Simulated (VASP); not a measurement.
## From an Ansatz input to VASP: Ge (strained diamond)

Ansatz input

```yaml
crystal:
  lattice:
    - [-0.0130500932, 2.8380077864, 2.8380077864]
    - [2.8380077864, -0.0130500932, 2.8380077864]
    - [2.8380077864, 2.8380077864, -0.0130500932]
  atoms:
    - { symbol: Ge, position: [-0.0002834072, -0.0002834072, -0.0002834072] }
    - { symbol: Ge, position: [0.2502834072, 0.2502834072, 0.2502834072] }
kpoints:
  mp_grid: { grid: [8, 8, 8] }
  band_path:
    path:
      - [0.0, 0.0, 0.0]
      - [0.5, 0.0, 0.5]
      - [0.625, 0.25, 0.625]
      - [0.375, 0.375, 0.75]
      - [0.5, 0.5, 0.5]
      - [0.5, 0.25, 0.75]
      - [-0.003581, 0.0, 0.003581]
    npoints: 1
hamiltonian:
  xc: pbe
scf:
  occupations: { method: fermi_dirac, width: 0.02 }
  n_extra_bands: 4
output:
  forces: true
  stress: true
  eigenvalues: true
```

Which VASP files do the same job?



INCAR

```
PREC = Accurate
LASPH = .TRUE.
LELF = .TRUE.
ENCUT = 520
NBANDS = 21
SIGMA = 0.02
NSW = 0
LREAL = .FALSE.
NELM = 120
ISMEAR = -1
IBRION = -1
EDIFF = 1E-7
ISIF = 2
LCHARG = .TRUE.
LWAVE = .FALSE.
GGA = PE
```

KPOINTS

```
KPOINTS created by Atomic Simulation Environment
0
Gamma
8 8 8
0 0 0
```

KPOINTS_OPT

```
special points
7
Reciprocal
0.0000000000 0.0000000000 0.0000000000 1
0.5000000000 0.0000000000 0.5000000000 1
0.6250000000 0.2500000000 0.6250000000 1
0.3750000000 0.3750000000 0.7500000000 1
0.5000000000 0.5000000000 0.5000000000 1
0.5000000000 0.2500000000 0.7500000000 1
-0.0035810000 0.0000000000 0.0035810000 1
```

POSCAR

```
Ge
 1.0000000000000000
    -0.0130500932000000    2.8380077864000000    2.8380077864000000
     2.8380077864000000   -0.0130500932000000    2.8380077864000000
     2.8380077864000000    2.8380077864000000   -0.0130500932000000
 Ge
   2
Cartesian
 -0.0016049250194077 -0.0016049250194077 -0.0016049250194077
  1.4173462949194080  1.4173462949194080  1.4173462949194078
```

VASP ran with the recommended PBE PAW datasets (28 valence electrons in the cell). Other inputs would serve too.

Each program uses its own PAW datasets. VASP's cell holds 28 valence electrons and Ansatz's 28. Ansatz's stress includes a Pulay correction; VASP's doesn't.
